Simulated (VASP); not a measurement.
Here is a VASP 6.6.1 calculation.

INCAR

```
SYSTEM = K
PREC = Accurate ; ENCUT = 520
EDIFF = 1E-6 ; ISMEAR = -1
SIGMA = 0.05 ; LREAL = .False.
LASPH = .True. ; NELM = 80
ALGO = Fast ; ISIF = 2
LWAVE = .False. ; LCHARG = .False.
LDIPOL = .True. ; IDIPOL = 3
DIPOL = 0.5 0.5 0.500 ; GGA = CA
IBRION = 2 ; NSW = 60
EDIFFG = -0.005
```

KPOINTS

```
regular mesh
0
Gamma
  5 5 1
  0 0 0
```

Contents of POSCAR:

```
K
1.0
    4.7968325411      0.0000000000      0.0000000000
    0.0000000000      4.7968325411      0.0000000000
    0.0000000000      0.0000000000     25.1756184540
K
4
Selective dynamics
Direct
    0.5000000000      0.5000000000      0.2979072794  F F F
    0.0000000000      0.0000000000      0.4326357598  F F F
    0.5000000000      0.5000000000      0.5673642402  T T T
    0.0000000000      0.0000000000      0.7020927206  T T T
```

Potentials or basis: VASP PAW LDA potentials, release 64 (K_sv).

Run with:

```bash
$ cat potpaw_LDA.64/K_sv/POTCAR > POTCAR
$ mpirun -np 1 vasp_std > vasp.out
```

(1) Predict the band gap on the k mesh.

(2) Predict the energy gained by relaxing.

## Answers

(1) none (metal or under the smearing width).

(2) 9.1 meV/atom.
